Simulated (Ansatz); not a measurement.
The system is TiO2 (Anatase).

```
Ti O
1.0
    -1.89210    1.89210    4.75730
     1.89210   -1.89210    4.75730
     1.89210    1.89210   -4.75730
Ti O
2 4
Direct
  0.75000 0.25000 0.50000
  0.00000 0.00000 0.00000
  0.79190 0.79190 0.00000
  0.54190 0.04190 0.50000
  0.95810 0.45810 0.50000
  0.20810 0.20810 0.00000
```

```yaml
Program: Ansatz 0.2.0
Task: relaxation of cell and atoms
Functional: PBE
Potentials_or_basis: Ansatz PAW
Cutoff: "420 eV (not typed: the program's choice for these potentials)"
k_mesh: 10 × 10 × 10
Occupations: fermi-dirac, width 0.05 eV
Spin: no spin polarisation
```

At the start: volume 11.35 Å³/atom.

Problem. Where does the relaxation end?

Solution. It ends after 7 steps and the volume is 11.66 Å³/atom (+2.7 %); space group I4_1/amd (No. 141, to 0.05 Å).

The path:
```tsv
step	energy change (eV)	largest force (eV/Å)	volume (Å³)
1	0.0000	0.1020	68.13
2	-0.0193	0.0324	69.32
3	-0.0200	0.0059	69.85
4	-0.0202	0.0028	69.88
5	-0.0290	0.0025	69.88
6	-0.0287	0.0005	69.98
7	-0.0291	0.0005	69.98
```

Final structure:
```
Ti O
1.0
    -1.89961    1.89961    4.84851
     1.89961   -1.89961    4.84851
     1.89961    1.89961   -4.84851
Ti O
2 4
Direct
  0.75000 0.25000 0.50000
  0.00000 0.00000 0.00000
  0.79350 0.79350 0.00000
  0.54350 0.04350 0.50000
  0.95650 0.45650 0.50000
  0.20650 0.20650 0.00000
```

Caveat: the plane-wave basis is chosen anew once the cell has moved, so the energies of steps on either side of that aren't comparable; the pressure holds a Pulay correction of +0.7 GPa for the finite cutoff.
